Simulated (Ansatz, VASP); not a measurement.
## Pb: VASP beside Ansatz

```
Pb
1.0
     0.00000    2.47502    2.47502
     2.47502    0.00000    2.47502
     2.47502    2.47502    0.00000
Pb
1
Direct
  0.00000 0.00000 0.00000
```

Alike in both runs: task single point; functional PBE; k mesh 9 × 9 × 9; occupations gaussian, width 0.026 eV; no spin polarisation.

|  | VASP | Ansatz |
| --- | --- | --- |
| version | VASP 6.6.1 | Ansatz 0.2.0 |
| potentials or method | VASP PAW PBE potentials, release 64 (Pb_d) | Ansatz PAW |
| plane-wave cutoff (eV) | 520 | 420 |
| valence electrons in the cell | 14 | 14 |

```csv
,VASP,Ansatz,Ansatz less VASP
gap on the k mesh at the Fermi level (eV),none,none,-
pressure (GPa),2.2,2.2,+0.06
```

A gap of «none» marks a metal or a gap that the smearing closes. With one functional, cell and mesh, what is left measures potentials, basis and numerics.

The runs have no spin-orbit coupling, so splittings on Pb are missing.
